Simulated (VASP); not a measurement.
A run of VASP 6.6.1 is set up as follows.

Contents of INCAR:

```
SYSTEM = InP
PREC = Accurate
ENCUT = 600
EDIFF = 1E-7
ISMEAR = 0
SIGMA = 0.02
LREAL = .FALSE.
LASPH = .TRUE.
NELM = 100
ALGO = Normal
ISIF = 3
LWAVE = .FALSE.
LCHARG = .FALSE.
GGA = CA
IBRION = 2
NSW = 90
EDIFFG = -0.005
```

Contents of KPOINTS:

```
Automatic mesh
0
G
  10 10 10
  0 0 0
```

File POSCAR:

```
InP
1.0
    0.0000000000      2.9519763900      2.9519763900
    2.9519763900      0.0000000000      2.9519763900
    2.9519763900      2.9519763900      0.0000000000
In P
1 1
Direct
    0.0000000000      0.0000000000      0.0000000000
    0.7500000000      0.7500000000      0.7500000000
```

Potentials or basis: VASP PAW LDA potentials, release 64 (In_d, P).

Run with:

```sh
$ cat potpaw_LDA.64/In_d/POTCAR potpaw_LDA.64/P/POTCAR > POTCAR
$ mpirun -np 1 vasp_std > vasp.out
```

Task: Estimate the relaxed volume.

Result: 24.76 Å³/atom.

Task: What does it give for the relaxed cell?

Result: a = 4.122 Å, b = 4.122 Å, c = 4.122 Å, α = 60.00°, β = 60.00°, γ = 60.00°.

Final structure:
```xyz
2
Lattice="0.0000 2.9145 2.9145 2.9145 0.0000 2.9145 2.9145 2.9145 0.0000" Properties=species:S:1:pos:R:3 pbc="T T T"
In    0.0000    0.0000    0.0000
P     4.3717    4.3717    4.3717
```
